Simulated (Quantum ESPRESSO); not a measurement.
# CdGeAs2 (I-42d) in Quantum ESPRESSO: further runs, part 2 of 2

Quantum ESPRESSO 7.5.

**3. Single point, LDA, 23.78 Å³/atom**

pw.in

```
&CONTROL
  calculation = 'scf'
  prefix = 'pwscf'
  outdir = './tmp'
  pseudo_dir = './pseudo'
  tprnfor = .true.
  tstress = .true.
  disk_io = 'nowf'
/
&SYSTEM
  ibrav = 0
  nat = 8
  ntyp = 3
  ecutwfc = 45
  ecutrho = 360
  nbnd = 48
  occupations = 'smearing'
  smearing = 'fd'
  degauss = 0.00367493
/
&ELECTRONS
  conv_thr = 1.6d-09
  electron_maxstep = 120
  mixing_beta = 0.5
/
ATOMIC_SPECIES
Cd   112.4140 cd_lda_v1.uspp.F.UPF
As    74.9216 as_lda_v1.uspp.F.UPF
Ge    72.6300 ge_lda_v1.4.uspp.F.UPF
CELL_PARAMETERS angstrom
  -2.9278600024    2.9278600024    5.5486663435
   2.9278600024   -2.9278600024    5.5486663435
   2.9278600024    2.9278600024   -5.5486663435
ATOMIC_POSITIONS crystal
Cd     0.5000000000    0.5000000000    0.0000000000
Cd     0.2500000000    0.7500000000    0.5000000000
As     0.0962175700    0.1250000000    0.4712175700
As     0.3750000000    0.9037824300    0.0287824300
As     0.6537824300    0.6250000000    0.5287824300
As     0.8750000000    0.3462175700    0.9712175700
Ge     0.7500000000    0.2500000000    0.5000000000
Ge     0.0000000000    0.0000000000    0.0000000000
K_POINTS automatic
5 5 5 0 0 0
```

Potentials or basis: GBRV 1.5 LDA.

Started as:

```
$ OMP_NUM_THREADS=1 mpirun -n 2 pw.x -nk 2 -in pw.in > pw.out
```

Run time: 1.7 min. Hardware: 2 MPI ranks of Arm Neoverse V2, shared host; peak memory 0.8 GiB.

The run converged. Its results:

```yaml
Free_energy: -11081.2673 eV
Pressure: 1.7 GPa
Largest_force: 0.295 eV/Å
Band_gap_on_the_k_mesh: 0.17 eV, direct
```

**4. Single point, LDA, 24.29 Å³/atom**

pw.in: that of step 3 with these lines changed.

```diff
@@ -30,5 +30,5 @@
 CELL_PARAMETERS angstrom
-  -2.9278600024    2.9278600024    5.5486663435
-   2.9278600024   -2.9278600024    5.5486663435
-   2.9278600024    2.9278600024   -5.5486663435
+  -2.9484794142    2.9484794142    5.5877427460
+   2.9484794142   -2.9484794142    5.5877427460
+   2.9484794142    2.9484794142   -5.5877427460
 ATOMIC_POSITIONS crystal
```

Started as:

```
$ OMP_NUM_THREADS=1 mpirun -n 2 pw.x -nk 2 -in pw.in > pw.out
```

It took 1.8 min on 2 MPI ranks of Arm Neoverse V2, shared host; peak memory 0.8 GiB.

Results (log left out):

```
Free energy            : -11081.2924 eV
Pressure               : 0.2 GPa
Largest force          : 0.270 eV/Å
Band gap on the k mesh : 0.23 eV, direct
```

**5. Single point, LDA, 24.79 Å³/atom**

pw.in: that of step 4 with these lines changed.

```diff
@@ -30,5 +30,5 @@
 CELL_PARAMETERS angstrom
-  -2.9484794142    2.9484794142    5.5877427460
-   2.9484794142   -2.9484794142    5.5877427460
-   2.9484794142    2.9484794142   -5.5877427460
+  -2.9688143976    2.9688143976    5.6262801207
+   2.9688143976   -2.9688143976    5.6262801207
+   2.9688143976    2.9688143976   -5.6262801207
 ATOMIC_POSITIONS crystal
```

Started as:

```
$ OMP_NUM_THREADS=1 mpirun -n 2 pw.x -nk 2 -in pw.in > pw.out
```

Run time: 1.8 min. Hardware: 2 MPI ranks of Arm Neoverse V2, shared host; peak memory 0.86 GiB.

Results (log left out):

```yaml
Free_energy: -11081.2822 eV
Pressure: -1.1 GPa
Largest_force: 0.246 eV/Å
Band_gap_on_the_k_mesh: 0.22 eV, direct
```

**6. Single point, LDA, 25.30 Å³/atom**

pw.in: that of step 5 with these lines changed.

```diff
@@ -30,5 +30,5 @@
 CELL_PARAMETERS angstrom
-  -2.9688143976    2.9688143976    5.6262801207
-   2.9688143976   -2.9688143976    5.6262801207
-   2.9688143976    2.9688143976   -5.6262801207
+  -2.9888745628    2.9888745628    5.6642966801
+   2.9888745628   -2.9888745628    5.6642966801
+   2.9888745628    2.9888745628   -5.6642966801
 ATOMIC_POSITIONS crystal
```

Potentials or basis: GBRV 1.5 LDA.

Started as:

```
$ OMP_NUM_THREADS=1 mpirun -n 2 pw.x -nk 2 -in pw.in > pw.out
```

Wall time 1.9 min (2 MPI ranks of Arm Neoverse V2, shared host); peak memory 0.88 GiB.

The run converged. Its results:

| Property | Result |
| --- | --- |
| Free energy | -11081.2406 eV |
| Pressure | -2.3 GPa |
| Largest force | 0.223 eV/Å |
| Band gap on the k mesh | 0.22 eV, direct |

**7. Single point, LDA, 25.81 Å³/atom**

pw.in: that of step 6 with these lines changed.

```diff
@@ -30,5 +30,5 @@
 CELL_PARAMETERS angstrom
-  -2.9888745628    2.9888745628    5.6642966801
-   2.9888745628   -2.9888745628    5.6642966801
-   2.9888745628    2.9888745628   -5.6642966801
+  -3.0086690109    3.0086690109    5.7018096719
+   3.0086690109   -3.0086690109    5.7018096719
+   3.0086690109    3.0086690109   -5.7018096719
 ATOMIC_POSITIONS crystal
```

Started as:

```
$ OMP_NUM_THREADS=1 mpirun -n 2 pw.x -nk 2 -in pw.in > pw.out
```

Wall time 1.9 min (2 MPI ranks of Arm Neoverse V2, shared host); peak memory 0.88 GiB.

The run converged. Its results:

```
Free energy            : -11081.1711 eV
Pressure               : -3.3 GPa
Largest force          : 0.201 eV/Å
Band gap on the k mesh : 0.22 eV, direct
```

Caveat: an odd mesh through Γ misses points on the zone boundary, where band edges often lie.

**8. Single point, LDA, 26.31 Å³/atom**

pw.in: that of step 7 with these lines changed.

```diff
@@ -30,5 +30,5 @@
 CELL_PARAMETERS angstrom
-  -3.0086690109    3.0086690109    5.7018096719
-   3.0086690109   -3.0086690109    5.7018096719
-   3.0086690109    3.0086690109   -5.7018096719
+  -3.0282063701    3.0282063701    5.7388354475
+   3.0282063701   -3.0282063701    5.7388354475
+   3.0282063701    3.0282063701   -5.7388354475
 ATOMIC_POSITIONS crystal
```

Started as:

```
$ OMP_NUM_THREADS=1 mpirun -n 2 pw.x -nk 2 -in pw.in > pw.out
```

It took 1.9 min on 2 MPI ranks of Arm Neoverse V2, shared host; peak memory 0.92 GiB.

Results (log left out):

| Item | Value |
| --- | --- |
| Free energy | -11081.0767 eV |
| Pressure | -4.2 GPa |
| Largest force | 0.180 eV/Å |
| Band gap on the k mesh | 0.22 eV, direct |

Caveat: an odd mesh through Γ misses points on the zone boundary, where band edges often lie.

**9. Single point, LDA, 26.82 Å³/atom**

pw.in: that of step 8 with these lines changed.

```diff
@@ -30,5 +30,5 @@
 CELL_PARAMETERS angstrom
-  -3.0282063701    3.0282063701    5.7388354475
-   3.0282063701   -3.0282063701    5.7388354475
-   3.0282063701    3.0282063701   -5.7388354475
+  -3.0474948288    3.0474948288    5.7753895250
+   3.0474948288   -3.0474948288    5.7753895250
+   3.0474948288    3.0474948288   -5.7753895250
 ATOMIC_POSITIONS crystal
```

Potentials or basis: GBRV 1.5 LDA.

Started as:

```
$ OMP_NUM_THREADS=1 mpirun -n 2 pw.x -nk 2 -in pw.in > pw.out
```

Run time: 2 min. Hardware: 2 MPI ranks of Arm Neoverse V2, shared host; peak memory 0.92 GiB.

The run converged. Its results:

```
Free energy            : -11080.9605 eV
Pressure               : -5.1 GPa
Largest force          : 0.160 eV/Å
Band gap on the k mesh : 0.21 eV, direct
```

Caveat: an odd mesh through Γ misses points on the zone boundary, where band edges often lie.

**10. Equation of state, LDA**

Potentials or basis: GBRV 1.5 LDA.

This step only gathers the single runs of the series.

What came out:

```yaml
Equilibrium_volume: 24.39 Å³/atom
Bulk_modulus_at_fixed_shape_and_positions: 66 GPa
Pressure_derivative_of_the_bulk_modulus: 4.7
```

Energy against volume, from the lowest point:
| volume (Å³/atom) | energy (meV/atom) |
| --- | --- |
| 23.783 | 3.14 |
| 24.289 | 0.00 |
| 24.795 | 1.28 |
| 25.301 | 6.48 |
| 25.807 | 15.17 |
| 26.313 | 26.96 |
| 26.819 | 41.49 |

Caveat: the cell was scaled at fixed shape and fractional positions, which overstates the stiffness of a crystal with free parameters, most of all of layers and chains.

**11. For comparison**

An earlier run on the cell as given: functional PBEsol; potentials or basis GBRV 1.5 PBEsol; cutoff 612 eV; density cutoff 4898 eV; k mesh 6 × 6 × 6; occupations fermi-dirac, width 0.05 eV; no spin polarisation.

- Pressure: -0.5 GPa
- Largest force: 0.173 eV/Å
- Band gap on the k mesh: 0.19 eV, indirect (least direct gap 0.22 eV)

**12. Summary**

```csv
task,level,potentials or basis,k mesh,form of the LDA correlation,gap on the mesh (eV),pressure (GPa),largest force (eV/Å)
band structure,PBEsol,GBRV 1.5 PBEsol,6 × 6 × 6,-,0.19,-0.5,0.17
equation of state,LDA,GBRV 1.5 LDA,5 × 5 × 5,PZ81,-,-,-
single point,PBEsol,GBRV 1.5 PBEsol,6 × 6 × 6,-,0.19,-0.5,0.17
```

Alike in all rows: no spin polarisation; cell as given; cutoff (eV) 612; smearing fermi-dirac 0.05 eV.

Caveats: the mesh misses the band edges, which the band path finds closer together (some runs); the cell was scaled at fixed shape and fractional positions, which overstates the stiffness of a crystal with free parameters, most of all of layers and chains (some runs).

Total energies depend on the potentials used, so only differences within one code and one set of settings carry meaning.

**13. How close it comes**

Step 2. A measured direct gap of CdGeAs2 is 0.57 eV (direct; 300 K; a printed reference work, data compilation, original work of 1975); the calculated 0.22 eV misses it by -0.35 eV. Spin-orbit coupling on As, Cd, Ge is left out. The value is that of PBEsol, without temperature or zero-point motion. Semilocal functionals fall short of measured gaps as a rule. The cell is a database's relaxed one, not the measured one, which moves gaps too.
